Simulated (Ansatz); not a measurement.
# Ba: distorted cells

All numbers below come from DFT PBE, scalar-relativistic, plane waves, PAW in Ansatz.

Cutoff 420 eV; k points 9×9×12 on the computed 2-atom cell (Γ-centred); Gaussian smearing, width 0.10 eV; no spin polarisation.

Reference cell:

```
Ba
1.0
     6.99607    0.00000    0.00000
    -3.49803    6.05877    0.00000
     0.00000    0.00000    3.90939
Ba
2
Direct
  0.33333 0.66667 0.50000
  0.66667 0.33333 0.50000
```

Each variant moves atoms of this cell by the vectors given, if any (Å), and then applies a symmetric strain (tensor components, Cartesian axes). The reference cell isn't relaxed at this level. Energies are per atom at zero smearing, counted from the lowest variant. Pressure is positive in compression.

1. strain (xx yy zz yz xz xy, %) 1.85 1.85 7.85 0.00 0.00 0.00
2. strain (xx yy zz yz xz xy, %) 2.51 2.51 4.01 0.00 0.00 0.00
3. strain (xx yy zz yz xz xy, %) 0.89 0.89 3.89 0.00 0.00 0.00

| result | ΔE (meV/atom) | P (GPa) |
| --- | --- | --- |
| A | 3.0 | 0.00 |
| B | 0.0 | -0.07 |
| C | 18.1 | -0.13 |

**Question.** Which variant gave which result?

**Answer.** A is 3, B is 2, C is 1. The pressure falls as the cell grows: from the smallest volume to the largest the variants are 3, 2, 1.

This form isn't the element's structure at ambient conditions.